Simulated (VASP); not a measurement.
Set up this calculation in VASP 6.6.1, as the native input.

```yaml
Task: optical spectrum
Functional: r2SCAN
Dispersion: D4
Potentials_or_basis: VASP PAW PBE potentials, release 64 (Zn)
Cutoff: 520 eV
k_mesh: 7 × 7 × 7
Occupations: methfessel-paxton, width 0.2 eV
Spin: no spin polarisation
Further_INCAR_settings: ALGO = Normal; EDIFF = 1e-06; NBANDS = 48
```

The structure of Zn lies in Zn.cif:

```cif
data_Zn
_cell_length_a 4.03166364
_cell_length_b 4.03166364
_cell_length_c 4.03166364
_cell_angle_alpha 90.00000000
_cell_angle_beta 90.00000000
_cell_angle_gamma 90.00000000
_space_group_name_H-M_alt 'Fm-3m'
_space_group_name_Hall '-F 4 2 3'
_space_group_IT_number 225
loop_
_space_group_symop_operation_xyz
'x,y,z'
'-x,-y,-z'
'-y,x,z'
'y,-x,-z'
'-x,-y,z'
'x,y,-z'
'y,-x,z'
'-y,x,-z'
'x,-y,-z'
'-x,y,z'
'-y,-x,-z'
'y,x,z'
'-x,y,-z'
'x,-y,z'
'y,x,-z'
'-y,-x,z'
'z,x,y'
'-z,-x,-y'
'z,-y,x'
'-z,y,-x'
'z,-x,-y'
'-z,x,y'
'z,y,-x'
'-z,-y,x'
'-z,x,-y'
'z,-x,y'
'-z,-y,-x'
'z,y,x'
'-z,-x,y'
'z,x,-y'
'-z,y,x'
'z,-y,-x'
'y,z,x'
'-y,-z,-x'
'x,z,-y'
'-x,-z,y'
'-y,z,-x'
'y,-z,x'
'-x,z,y'
'x,-z,-y'
'-y,-z,x'
'y,z,-x'
'-x,-z,-y'
'x,z,y'
'y,-z,-x'
'-y,z,x'
'x,-z,y'
'-x,z,-y'
'x,y+1/2,z+1/2'
'-x,-y+1/2,-z+1/2'
'-y,x+1/2,z+1/2'
'y,-x+1/2,-z+1/2'
'-x,-y+1/2,z+1/2'
'x,y+1/2,-z+1/2'
'y,-x+1/2,z+1/2'
'-y,x+1/2,-z+1/2'
'x,-y+1/2,-z+1/2'
'-x,y+1/2,z+1/2'
'-y,-x+1/2,-z+1/2'
'y,x+1/2,z+1/2'
'-x,y+1/2,-z+1/2'
'x,-y+1/2,z+1/2'
'y,x+1/2,-z+1/2'
'-y,-x+1/2,z+1/2'
'z,x+1/2,y+1/2'
'-z,-x+1/2,-y+1/2'
'z,-y+1/2,x+1/2'
'-z,y+1/2,-x+1/2'
'z,-x+1/2,-y+1/2'
'-z,x+1/2,y+1/2'
'z,y+1/2,-x+1/2'
'-z,-y+1/2,x+1/2'
'-z,x+1/2,-y+1/2'
'z,-x+1/2,y+1/2'
'-z,-y+1/2,-x+1/2'
'z,y+1/2,x+1/2'
'-z,-x+1/2,y+1/2'
'z,x+1/2,-y+1/2'
'-z,y+1/2,x+1/2'
'z,-y+1/2,-x+1/2'
'y,z+1/2,x+1/2'
'-y,-z+1/2,-x+1/2'
'x,z+1/2,-y+1/2'
'-x,-z+1/2,y+1/2'
'-y,z+1/2,-x+1/2'
'y,-z+1/2,x+1/2'
'-x,z+1/2,y+1/2'
'x,-z+1/2,-y+1/2'
'-y,-z+1/2,x+1/2'
'y,z+1/2,-x+1/2'
'-x,-z+1/2,-y+1/2'
'x,z+1/2,y+1/2'
'y,-z+1/2,-x+1/2'
'-y,z+1/2,x+1/2'
'x,-z+1/2,y+1/2'
'-x,z+1/2,-y+1/2'
'x+1/2,y,z+1/2'
'-x+1/2,-y,-z+1/2'
'-y+1/2,x,z+1/2'
'y+1/2,-x,-z+1/2'
'-x+1/2,-y,z+1/2'
'x+1/2,y,-z+1/2'
'y+1/2,-x,z+1/2'
'-y+1/2,x,-z+1/2'
'x+1/2,-y,-z+1/2'
'-x+1/2,y,z+1/2'
'-y+1/2,-x,-z+1/2'
'y+1/2,x,z+1/2'
'-x+1/2,y,-z+1/2'
'x+1/2,-y,z+1/2'
'y+1/2,x,-z+1/2'
'-y+1/2,-x,z+1/2'
'z+1/2,x,y+1/2'
'-z+1/2,-x,-y+1/2'
'z+1/2,-y,x+1/2'
'-z+1/2,y,-x+1/2'
'z+1/2,-x,-y+1/2'
'-z+1/2,x,y+1/2'
'z+1/2,y,-x+1/2'
'-z+1/2,-y,x+1/2'
'-z+1/2,x,-y+1/2'
'z+1/2,-x,y+1/2'
'-z+1/2,-y,-x+1/2'
'z+1/2,y,x+1/2'
'-z+1/2,-x,y+1/2'
'z+1/2,x,-y+1/2'
'-z+1/2,y,x+1/2'
'z+1/2,-y,-x+1/2'
'y+1/2,z,x+1/2'
'-y+1/2,-z,-x+1/2'
'x+1/2,z,-y+1/2'
'-x+1/2,-z,y+1/2'
'-y+1/2,z,-x+1/2'
'y+1/2,-z,x+1/2'
'-x+1/2,z,y+1/2'
'x+1/2,-z,-y+1/2'
'-y+1/2,-z,x+1/2'
'y+1/2,z,-x+1/2'
'-x+1/2,-z,-y+1/2'
'x+1/2,z,y+1/2'
'y+1/2,-z,-x+1/2'
'-y+1/2,z,x+1/2'
'x+1/2,-z,y+1/2'
'-x+1/2,z,-y+1/2'
'x+1/2,y+1/2,z'
'-x+1/2,-y+1/2,-z'
'-y+1/2,x+1/2,z'
'y+1/2,-x+1/2,-z'
'-x+1/2,-y+1/2,z'
'x+1/2,y+1/2,-z'
'y+1/2,-x+1/2,z'
'-y+1/2,x+1/2,-z'
'x+1/2,-y+1/2,-z'
'-x+1/2,y+1/2,z'
'-y+1/2,-x+1/2,-z'
'y+1/2,x+1/2,z'
'-x+1/2,y+1/2,-z'
'x+1/2,-y+1/2,z'
'y+1/2,x+1/2,-z'
'-y+1/2,-x+1/2,z'
'z+1/2,x+1/2,y'
'-z+1/2,-x+1/2,-y'
'z+1/2,-y+1/2,x'
'-z+1/2,y+1/2,-x'
'z+1/2,-x+1/2,-y'
'-z+1/2,x+1/2,y'
'z+1/2,y+1/2,-x'
'-z+1/2,-y+1/2,x'
'-z+1/2,x+1/2,-y'
'z+1/2,-x+1/2,y'
'-z+1/2,-y+1/2,-x'
'z+1/2,y+1/2,x'
'-z+1/2,-x+1/2,y'
'z+1/2,x+1/2,-y'
'-z+1/2,y+1/2,x'
'z+1/2,-y+1/2,-x'
'y+1/2,z+1/2,x'
'-y+1/2,-z+1/2,-x'
'x+1/2,z+1/2,-y'
'-x+1/2,-z+1/2,y'
'-y+1/2,z+1/2,-x'
'y+1/2,-z+1/2,x'
'-x+1/2,z+1/2,y'
'x+1/2,-z+1/2,-y'
'-y+1/2,-z+1/2,x'
'y+1/2,z+1/2,-x'
'-x+1/2,-z+1/2,-y'
'x+1/2,z+1/2,y'
'y+1/2,-z+1/2,-x'
'-y+1/2,z+1/2,x'
'x+1/2,-z+1/2,y'
'-x+1/2,z+1/2,-y'
loop_
_atom_site_label
_atom_site_type_symbol
_atom_site_symmetry_multiplicity
_atom_site_Wyckoff_symbol
_atom_site_fract_x
_atom_site_fract_y
_atom_site_fract_z
_atom_site_occupancy
Zn1 Zn 4 a 0.0000000000 0.0000000000 0.0000000000 1
```

The structure of Zn lies in POSCAR:

```
Zn
 1.0000000000000000
     4.0316636399999997    0.0000000000000000    0.0000000000000000
     0.0000000000000000    4.0316636399999997    0.0000000000000000
     0.0000000000000000    0.0000000000000000    4.0316636399999997
 Zn 
   4
Cartesian
  0.0000000000000000  0.0000000000000000  0.0000000000000000
  0.0000000000000000  2.0158318199999998  2.0158318199999998
  2.0158318199999998  0.0000000000000000  2.0158318199999998
  2.0158318199999998  2.0158318199999998  0.0000000000000000
```

This isn't the form of Zn at room conditions, which is hcp.

The cell isn't the ideal one: volume scaled by 1.08.

One way to write it, as run:

INCAR

```
SYSTEM = Zn
ALGO = Normal
CSHIFT = 0.1
EDIFF = 1E-6
ENCUT = 520
ISIF = 2
ISMEAR = 1
IVDW = 13
LASPH = .TRUE.
LCHARG = .FALSE.
LMIXTAU = .TRUE.
LOPTICS = .TRUE.
LREAL = .FALSE.
LWAVE = .FALSE.
METAGGA = R2SCAN
NBANDS = 48
NEDOS = 2000
NELM = 60
PREC = Accurate
SIGMA = 0.2
VDW_A1 = 0.51559235
VDW_A2 = 5.77342911
VDW_S6 = 1.0
VDW_S8 = 0.6018749
```

KPOINTS

```
k-points
0
G
  7 7 7
  0 0 0
```

Potentials or basis: VASP PAW PBE potentials, release 64 (Zn).

Launch:

```sh
$ ase convert -i cif -o vasp Zn.cif POSCAR
$ cat potpaw_PBE.64/Zn/POTCAR > POTCAR
$ mpirun -np 1 vasp_std > vasp.out
```

It gave:

The pressure is -9.0 GPa and the band gap on the k mesh is none (metal or under the smearing width). The dispersion energy per atom is -0.107 eV.

Caveat: spectra need much finer meshes, so this one isn't converged; independent-particle spectra lack excitons; the intraband (Drude) part of a metal's response may be missing; the PAW data sets were made with another functional, which shifts forces and pressure a little; pairwise dispersion overbinds metals, which lowers pressure and volume.

Wall time 5.1 min on 1 thread of AMD EPYC 7R43 64-Core Processor (Zen 3) (shared host), peak memory 0.21 GiB.
